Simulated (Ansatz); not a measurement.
**Ba: pressure against volume**

Ba, Im-3m, a = 5.013 Å. Ansatz: PBE, PAW, 420 eV, Γ-centred 12×12×12 mesh on 1 atom, Gaussian smearing 0.10 eV; no spin polarisation. Symmetry fixes shape and atoms, so the cell is only scaled; pressure is positive in compression.

```
V (Å³/atom) P (GPa)
     59.209     0.61
     61.099        ?
     62.989     0.04
     64.878    -0.21
     66.768    -0.43
```

Task: Take V0 = 62.989 Å³/atom, count pressures from its P0 = 0.04 GPa, fit the third-order Birch–Murnaghan form to the other rows, and predict the missing pressure.

Result: With the Eulerian strain f = ½[(V0/V)^(2/3) − 1] and y = (P − P0)/[3f(1 + 2f)^(5/2)], the form is the line y = B0 + 1.5 B0 (B0′ − 4) f. Rows (f, y): 0.02106, 8.14; -0.00975, 8.98; -0.01905, 9.06. Means f = -0.002580, y = 8.7267; Σ(Δf)² = 0.0008815, ΣΔfΔy = -0.02118; the slope is their ratio. y = 8.665 − 24.02 f GPa, so B0 = 8.7 GPa and B0′ = 4 + 2 × (-24.02)/(3 × 8.665) = 2.15. At V = 61.099, f = 0.01026, y = 8.419 and P = 0.31 GPa. The run gave 0.31 GPa, the same to the digits shown.